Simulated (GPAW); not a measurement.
Runs of GPAW 26.7.0 on Sn. Symmetry: I4_1/amd, No. 141, tetragonal system. Conventional cell: a = 5.880 Å, b = 5.880 Å, c = 3.199 Å, α = 90.00°, β = 90.00°, γ = 90.00°. Sn (site symmetry -4m2) has 6 Sn at 3.05 to 3.20 Å as nearest neighbours. 

| level | potentials or basis | spin | k mesh | band points | eigensolver | spin axis theta (degrees) | spin axis phi (degrees) | soc after scf | pressure (GPa) |
| --- | --- | --- | --- | --- | --- | --- | --- | --- | --- |
| revPBE | the program's PAW data sets (release 1.2.1) made for this functional, pw | off | 9 × 9 × 9 | 60 | - | - | - | - | 2.2 |
| BLYP | PAW data sets generated in the run's folder for this functional, pw | off | 9 × 9 × 9 | 60 | davidson | - | - | - | 5.4 |
| RPBE | the program's PAW data sets (release 1.2.1) made for this functional, pw | off | 9 × 9 × 9 | 80 | - | - | - | - | (a) |
| PBEsol | PAW data sets generated in the run's folder for this functional, pw | SOC, no magnetisation | 7 × 7 × 7 | 100 | - | 90 | 0 | second variation | -1.9 |

Alike in all rows: task band structure; cell as given; cutoff (eV) 600; smearing fermi-dirac 0.05 eV.

Problem. Estimate the missing entries.

Solution. (a) 2.6.

Caveats: spin-orbit coupling was added after a scalar SCF, so levels and gaps hold it while energy, forces, pressure and moments don't (some runs).

Runs at the PBE level aren't shown here.
